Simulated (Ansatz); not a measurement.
Relaxed BeO (wurtzite):

```yaml
crystal:
  lattice:
    - [2.71181, 0.00000, 0.00000]
    - [-1.35591, 2.34850, 0.00000]
    - [0.00000, 0.00000, 4.40456]
  atoms:
    - { symbol: Be, position: [0.66667, 0.33333, 0.00149] }
    - { symbol: Be, position: [0.33333, 0.66667, 0.50149] }
    - { symbol: O, position: [0.66667, 0.33333, 0.62371] }
    - { symbol: O, position: [0.33333, 0.66667, 0.12371] }
```

In this cell atom 2 (Be, nearest neighbour O at 1.656 Å; its periodic images, 2.7 Å or more away, move with it) is moved by s towards the nearest neighbour, unit vector (0.000, 0.946, 0.325); all other atoms and the cell stay fixed.

Level of theory: PBE (plane waves to 420 eV, PAW, scalar-relativistic; Ansatz, a first-principles code). k mesh 11×11×6 (Γ-centred), Fermi-Dirac smearing 0.05 eV. The energy includes the smearing's −TS. BeO was relaxed with its symmetry unable to fall. ΔE is measured from the undisplaced structure.

Successive frames, forces in eV/Å:

```tsv
frame	ΔE (meV/cell)	F on Be1	F on Be2	F on O3	F on O4
s = 0.066 Å	28	(0.000, 0.018, 0.154)	(0.000, -0.794, -0.396)	(0.000, 0.662, 0.179)	(0.000, 0.113, 0.063)
s = 0.132 Å	123	(0.000, 0.039, 0.303)	(0.000, -1.876, -0.887)	(0.000, 1.611, 0.475)	(0.000, 0.225, 0.108)
s = 0.198 Å	309	(0.000, 0.064, 0.450)	(0.000, -3.345, -1.509)	(0.000, 2.949, 0.928)	(0.000, 0.331, 0.131)
```

Question: What are the energy and the forces in the next frame, s = 0.264 Å?

Answer: ΔE (meV/cell) = 617.

```json
[
 {"atom": "Be1", "Fx": "0.000", "Fy": "0.092", "Fz": "0.597"},
 {"atom": "Be2", "Fx": "0.000", "Fy": "-5.346", "Fz": "-2.313"},
 {"atom": "O3", "Fx": "0.000", "Fy": "4.826", "Fz": "1.588"},
 {"atom": "O4", "Fx": "0.000", "Fy": "0.428", "Fz": "0.129"}
]
```

(A displaced cell: forces are minus the slopes of the energy, force constants its curvatures, and phonons follow from these.)
